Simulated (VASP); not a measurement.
Input of a VASP 6.6.1 run:

File INCAR:

```
SYSTEM = TiCo
PREC = Accurate
ENCUT = 550
EDIFF = 1E-7
ISMEAR = 0
SIGMA = 0.05
LREAL = .FALSE.
LASPH = .TRUE.
NELM = 100
ALGO = Normal
ISIF = 2
LWAVE = .FALSE.
LCHARG = .FALSE.
ISPIN = 2
MAGMOM = 2 1
LORBIT = 11
LMAXMIX = 4
GGA = PE
NBANDS = 22
```

The input KPOINTS:

```
Automatic mesh
0
G
  9 9 9
  0 0 0
```

Contents of POSCAR:

```
TiCo
2.9861
    1.000003680386      0.000000000000      0.000000000000
    0.000000000000      1.000003680386      0.000000000000
    0.000000000000      0.000000000000      1.000003680386
Co Ti
1 1
Direct
    0.5000000000      0.5000000000      0.5000000000
    0.0000000000      0.0000000000      0.0000000000
```

Potentials or basis: VASP PAW PBE potentials, release 64 (Co_GW, Ti_sv_GW).

Command:

```console
$ cat potpaw_PBE.64/Co_GW/POTCAR potpaw_PBE.64/Ti_sv_GW/POTCAR > POTCAR
$ mpirun -np 1 vasp_std > vasp.out
```

Q: What does it give for the site moments?

A: Co +0.90; Ti -0.02 μB.

Q: Predict the net moment.

A: 0.82 μB per cell.
